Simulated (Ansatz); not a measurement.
## Straining CdF$_{2}$

These are results of DFT PBE, scalar-relativistic, plane waves, PAW in Ansatz, not measurements. (420 eV cutoff, 6×6×4 k-mesh, Gaussian smearing of 0.02 eV, no spin polarisation)

The relaxed crystal:

```
Cd F
1.0
     2.74074    2.74074    0.00000
    -2.74074    2.74074    0.00000
     0.00000    0.00000    5.48148
Cd F
2 4
Direct
  0.00000 0.00000 0.00000
  0.50000 0.50000 0.50000
  0.00000 0.50000 0.75000
  0.50000 0.00000 0.75000
  0.50000 0.00000 0.25000
  0.00000 0.50000 0.25000
```

Deformation: uniaxial strain along c, with the lengths of a and b and the atoms relaxed and the angles held, all within the symmetry that the strain leaves. Energies are extrapolated to zero smearing. Gaps are Kohn–Sham gaps over the whole zone.

Question: Give the structure at +6.0 %.

Answer:
```
Cd F
1.0
     2.70029    2.70029    0.00000
    -2.70029    2.70029    0.00000
     0.00000    0.00000    5.81036
Cd F
2 4
Direct
  0.00000 0.00000 0.00000
  0.50000 0.50000 0.50000
  0.00000 0.50000 0.75000
  0.50000 0.00000 0.75000
  0.50000 0.00000 0.25000
  0.00000 0.50000 0.25000
```
Space group I4/mmm (139), 19.4 meV/atom over the relaxed crystal.